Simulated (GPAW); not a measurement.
Input of a GPAW 26.7.0 run:

run.py

```python
from ase import Atoms
from ase.dft.bandgap import bandgap
from ase.io import write
from ase.units import Bohr, GPa
from gpaw import GPAW, PW
from gpaw.elf import elf_from_dft_calculation

atoms = Atoms(['In', 'P'],
              cell=[[0.0, 2.9305, 2.9305],
                    [2.9305, 0.0, 2.9305],
                    [2.9305, 2.9305, 0.0]],
              scaled_positions=[[0.0, 0.0, 0.0],
                                [0.75, 0.75, 0.75]],
              pbc=True)

calc = GPAW(mode=PW(600),
            xc='PBE',
            kpts={'size': (8, 8, 8), 'gamma': True},
            occupations={'name': 'methfessel-paxton', 'order': 0, 'width': 0.027000000000000003},
            nbands=18,
            convergence={'density': 1e-05, 'energy': 1e-05},
            maxiter=150,
            txt='gpaw.txt')
atoms.calc = calc
energy = atoms.get_potential_energy()
forces = atoms.get_forces()
stress = atoms.get_stress()
calc.write('gs.gpw')
write('result.traj', atoms)
print(f'Energy: {energy:.6f} eV')
print('Forces (eV/A):')
print(forces.round(4))
print('Stress (GPa):', (stress / GPa).round(3))
print('Fermi level:', round(calc.get_fermi_level(), 4), 'eV')
print(f'Gap: {bandgap(calc)[0]:.4f} eV, direct: {bandgap(calc, direct=True)[0]:.4f} eV')

# fields on the real-space grid
write('density.cube', atoms, data=calc.get_pseudo_density() * Bohr**3)
write('potential.cube', atoms, data=calc.get_electrostatic_potential())
write('elf.cube', atoms, data=elf_from_dft_calculation(calc).data)
```

Potentials or basis: GPAW PAW data sets (gpaw-data 1.2.1), pw.

The run is started by

```bash
$ OMP_NUM_THREADS=1 python run.py
```

Q: Estimate the pressure.

A: 3.0 GPa.

Q: Estimate the band gap on the k mesh.

A: 0.71 eV, direct.

Caveat: spin-orbit coupling is left out, which moves the levels of the heavy elements.

**What was measured.**

A printed reference work, data compilation reports, for a bulk crystal of InP at 1.6 K: band gap 1.4236 eV (direct).

A measured gap of InP is 1.4236 eV (direct; 1.6 K; a printed reference work, data compilation); the calculated 0.71 eV misses it by -0.71 eV. Spin-orbit coupling on In is left out. The value is that of PBE, without temperature or zero-point motion. Semilocal functionals fall short of measured gaps as a rule.
